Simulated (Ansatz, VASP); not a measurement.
## Two plane-wave programs on C

Contents of INCAR:

```
SYSTEM = C
PREC = Accurate
ENCUT = 520
EDIFF = 1E-6
ISMEAR = 0
SIGMA = 0.05
LREAL = .FALSE.
LASPH = .TRUE.
NELM = 60
ALGO = Normal
ISIF = 2
LWAVE = .FALSE.
LCHARG = .FALSE.
GGA = PE
NBANDS = 11
```

KPOINTS

```
regular mesh
0
G
  12 12 12
  0 0 0
```

The input POSCAR:

```
C
1.0
    0.0000000000      1.8101510000      1.8369020000
    1.8101510000      0.0000000000      1.8369020000
    1.8101510000      1.8101510000      0.0000000000
C
2
Direct
    0.5000000000      0.5000000000      0.5000000000
    0.7500000000      0.7500000000      0.7500000000
```

Input for Ansatz:

```yaml
crystal:
  lattice:
    - [0.0, 1.810151, 1.836902]
    - [1.810151, 0.0, 1.836902]
    - [1.810151, 1.810151, 0.0]
  atoms:
    - { symbol: C, position: [0.5, 0.5, 0.5] }
    - { symbol: C, position: [0.75, 0.75, 0.75] }
basis:
  ecutwfc: 420
kpoints:
  mp_grid: { grid: [12, 12, 12] }
hamiltonian:
  xc: pbe
scf:
  occupations: { method: gaussian, width: 0.05 }
output:
  forces: true
  stress: true
  eigenvalues: true
```

Change from the starting cell: strain +0.015 along x and y, +0.030 along z, atoms carried along.

Alike in both runs: task single point; functional PBE; k mesh 12 × 12 × 12; occupations gaussian, width 0.05 eV; no spin polarisation.

```csv
,VASP,Ansatz
version,VASP 6.6.1,Ansatz 0.2.0
potentials or method,"VASP PAW PBE potentials, release 64 (C)","scalar-relativistic, plane waves, PAW"
plane-wave cutoff (eV),520,420
valence electrons in the cell,8,8
```

|  | VASP | Ansatz | Ansatz less VASP |
| --- | --- | --- | --- |
| gap on the k mesh at the Fermi level (eV) | 3.84 | 3.85 | +0.011 |
| least direct gap on the mesh (eV) | 5.30 | 5.31 | +0.007 |
| pressure (GPa) | -21.1 | -21.6 | -0.45 |
| largest component of the traceless stress (GPa) | 8.65 | 8.65 | -0.003 |

Caveats: so large a pressure means that the cell lies far from this level's equilibrium, or that cutoff or potentials fall short (VASP).
